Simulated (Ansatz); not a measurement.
Wires are cut from relaxed bulk BP (F-43m, 11.54 Å³/atom, gap on the mesh 1.12 eV); atoms and period are relaxed, and energies count from that bulk.

Method: DFT PBEsol, scalar-relativistic, plane waves, PAW in Ansatz.

Settings: cutoff 420 eV, Γ-centred mesh 1×1×10 on the computed 18-atom cell, Gaussian smearing of 0.05 eV; collinear spin from starting moments 0.3 0.3 0.3 0.3 0.3 0.3 0.3 0.3 0.3 0.3 0.3 0.3 0.3 0.3 0.3 0.3 0.3 0.3 μB.

Start ([110] wire, 18 host atoms a period):

```
CELL_PARAMETERS angstrom
15.40000 0.00000 0.00000
0.00000 19.50000 0.00000
0.00000 0.00000 3.19624
ATOMIC_POSITIONS crystal
B 0.50000 0.70283 0.00000
B 0.50000 0.47102 0.00000
B 0.50000 0.23922 0.00000
P 0.50000 0.76078 0.50000
P 0.50000 0.52898 0.50000
P 0.50000 0.29717 0.50000
B 0.39623 0.58693 0.50000
B 0.39623 0.35512 0.50000
P 0.60377 0.64488 0.00000
P 0.60377 0.41307 0.00000
B 0.60377 0.58693 0.50000
B 0.60377 0.35512 0.50000
P 0.39623 0.64488 0.00000
P 0.39623 0.41307 0.00000
B 0.29245 0.47102 0.00000
B 0.70755 0.47102 0.00000
P 0.29245 0.52898 0.50000
P 0.70755 0.52898 0.50000
```

Q: Relax it.

A: The free energy falls by 234 meV/atom.

| Item | Value |
| --- | --- |
| excess energy (eV per host atom) | 0.751 |
| line energy (eV/Å) | 4.198 |
| period (Å) | 3.219 |
| gap on the mesh (eV) | 0 |
| size of the moment (μB per cell) | 2.00 |

Relaxed structure:
```
CELL_PARAMETERS angstrom
15.40000 0.00000 0.00000
0.00000 19.50000 0.00000
0.00000 0.00000 3.21944
ATOMIC_POSITIONS crystal
B 0.50000 0.72739 0.00000
B 0.50000 0.47224 0.00000
B 0.50000 0.22359 0.00000
P 0.50000 0.78277 0.50000
P 0.50000 0.52766 0.50000
P 0.50000 0.26680 0.50000
B 0.40261 0.59027 0.50000
B 0.44391 0.35861 0.50000
P 0.57429 0.64377 0.00000
P 0.59617 0.40124 0.00000
B 0.59739 0.59027 0.50000
B 0.55609 0.35861 0.50000
P 0.42571 0.64377 0.00000
P 0.40383 0.40124 0.00000
B 0.32878 0.47858 0.00000
B 0.67122 0.47858 0.00000
P 0.29937 0.52731 0.50000
P 0.70063 0.52731 0.50000
```

Each run keeps its start's symmetry and one magnetic start, so lower states can exist.

The run took 9.7 min on 4 threads of Arm Neoverse V1 (shared host), peak memory 1.8 GiB.